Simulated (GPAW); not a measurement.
Runs of GPAW 26.7.0 on Zr. Symmetry: P6_3/mmc, No. 194, hexagonal system. Conventional cell: a = 3.232 Å, b = 3.232 Å, c = 5.147 Å, α = 90.00°, β = 90.00°, γ = 120.00°. Around Zr (site symmetry -6m2) lie 12 Zr at 3.18 to 3.23 Å. 

```tsv
task	level	potentials or basis	cell	k mesh	cutoff (eV)	eigensolver	maxiter	mixer	hybrids on these orbitals	optimizer	other keys	mesh quality	gap on the mesh (eV)	pressure (GPa)
electron localisation function	BLYP	PAW data sets generated in the run's folder for this functional, pw	as given	9 × 9 × 5	600	davidson	150	pulay beta=0.02 nmaxold=8 weight=100.0	-	-	-	not flagged	none	3.2
one-shot levels on a semilocal density	PBE	GPAW PAW data sets (gpaw-data 1.2.1), pw	as given	6 × 6 × 3	500	-	150	-	["HSE06", "YS-PBE0", "EXX"]	-	-	coarse	none	(a)
relaxation of cell and atoms	r2SCAN+D3(BJ)	GPAW PAW data sets (gpaw-data 1.2.1), pw	relaxed	7 × 7 × 4	600	-	150	-	-	FIRE	-	not flagged	none	0.0
one-shot levels on a semilocal density	LDA	the program's PAW data sets (release 1.2.1) made for this functional, pw	as given	6 × 6 × 3	500	-	150	-	["HSE06", "YS-PBE0", "PBE0"]	-	-	coarse	none	-6.6
Fermi surface	BLYP	PAW data sets generated in the run's folder for this functional, pw	as given	9 × 9 × 5	600	davidson	50	pulay beta=0.02 nmaxold=8 weight=100.0	-	-	several, not listed	not flagged	none	3.2
```

Alike in all rows: no spin polarisation; smearing fermi-dirac 0.05 eV.

Q: Estimate the missing entries.

A: (a) 0.1.

Caveats: some runs use coarse meshes; the cutoff is short for stress and forces, so pressures can be off by a GPa or more (some runs); one-shot exact exchange on a metal's smeared states is rough (some runs); later steps reuse the first step's grids (some runs); the PAW data sets were made with another functional, which shifts forces and pressure a little (some runs); pairwise dispersion overbinds metals, which lowers pressure and volume (some runs).

A k mesh can miss the band edges, and the runs leave out spin-orbit coupling on Zr.

A gap of «none» marks a metal or a gap under the smearing width.
